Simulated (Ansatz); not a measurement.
GaS (started from an entry of an open crystallographic database), relaxed with r2SCAN+rVV10. The symmetry is P6_3/mmc (No. 194, hexagonal); conventional cell a = 3.580 Å, c = 15.563 Å, 21.59 Å³ an atom. Ga has 3 S at 2.33 Å and 1 Ga at 2.44 Å; S has 3 Ga at 2.33 Å.

```xyz
8
Lattice="3.5795 0.0000 0.0000 -1.7898 3.0999 0.0000 0.0000 0.0000 15.5631" Properties=species:S:1:pos:R:3 pbc="T T T"
Ga    0.0000    2.0666    2.6721
Ga    1.7898    1.0333   10.4537
Ga    0.0000    2.0666    5.1094
Ga    1.7898    1.0333   12.8910
S     0.0000    2.0666    9.3823
S     1.7898    1.0333    1.6008
S     0.0000    2.0666   13.9623
S     1.7898    1.0333    6.1808
```

5 runs of Ansatz on this cell differ in the functional (and in the settings that go with it). Levels are in eV from each run's valence top; v1 is the last filled band, c1 the first empty one.

Run A, mean stress +1.3 GPa (compression positive):
```
point     v2     v1    c1    c2
    Γ  -1.42   0.00  2.76  3.38
    M  -2.26  -1.76  2.33  2.78
    K  -2.09  -2.09  2.51  3.00
```

Run B, mean stress +0.8 GPa (compression positive):
```
point     v2     v1    c1    c2
    Γ  -1.37   0.00  2.27  2.85
    M  -2.22  -1.74  1.91  2.18
    K  -2.08  -2.08  2.05  2.55
```

Run C, mean stress +3.2 GPa (compression positive):
```
point     v2     v1    c1    c2
    Γ  -1.35   0.00  1.76  2.37
    M  -2.15  -1.66  1.62  1.83
    K  -1.98  -1.98  1.83  2.31
```

Run D, mean stress +1.1 GPa (compression positive):
```
point     v2     v1    c1    c2
    Γ  -1.46   0.00  3.43  4.07
    M  -2.30  -1.78  3.02  3.47
    K  -2.11  -2.11  3.20  3.70
```

Run E, mean stress -2.0 GPa (compression positive):
```
point     v2     v1    c1    c2
    Γ  -1.42   0.00  1.51  2.18
    M  -2.22  -1.70  1.48  1.61
    K  -2.03  -2.03  1.70  2.21
```

**Question.** Match the runs to LDA, PBE, r2SCAN, HSE06, PBE0.

**Answer.** A is HSE06, B is r2SCAN, C is PBE, D is PBE0, E is LDA. In order of the gap: LDA 1.48, PBE 1.62, r2SCAN 1.91, HSE06 2.33, PBE0 3.02 eV.

Calculated for a static, non-magnetic cell.

The stress of a hybrid is loosely converged in these runs.

The meshes of the hybrids are coarse, so their gaps aren't converged to the digits shown.
